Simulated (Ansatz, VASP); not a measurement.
**C: VASP beside Ansatz**

```xyz
2
Lattice="1.2119 0.6997 3.3048 -1.2119 0.6997 3.3048 0.0000 -1.3994 3.3048" Properties=species:S:1:pos:R:3 pbc="T T T"
C     0.0000    0.0000    1.6704
C     0.0000    0.0000    8.2440
```

Change from the starting cell: mode 4 frozen in at +0.019 Å, equal normal strain along x, y and z -0.0167.

Alike in both runs: task single point; functional PBE; dispersion D3(BJ); k mesh 15 × 15 × 15; occupations gaussian, width 0.05 eV; no spin polarisation.

```csv
,VASP,Ansatz
version,VASP 6.6.1,Ansatz 0.2.0
potentials or method,"VASP PAW PBE potentials, release 64 (C)","scalar-relativistic, plane waves, PAW"
plane-wave cutoff (eV),520,520
valence electrons in the cell,8,8
```

Ansatz gave:

```
gap on the k mesh at the Fermi level (eV)       : 0.63
least direct gap on the mesh (eV)               : 0.63
pressure (GPa)                                  : 16.4
largest component of the traceless stress (GPa) : 15.95
rms of the force components (eV/Å)              : 0.354
```

Task: Estimate VASP's values.

Result: gap on the k mesh at the Fermi level (eV): 0.63; least direct gap on the mesh (eV): 0.63; pressure (GPa): 16.9; largest component of the traceless stress (GPa): 16.51; rms of the force components (eV/Å): 0.352.

Atom by atom the forces differ by 0.001 eV/Å (rms over components).

Caveats: so large a pressure means that the cell lies far from this level's equilibrium, or that cutoff or potentials fall short (VASP); an odd mesh through Γ misses points on the zone boundary, where band edges often lie.
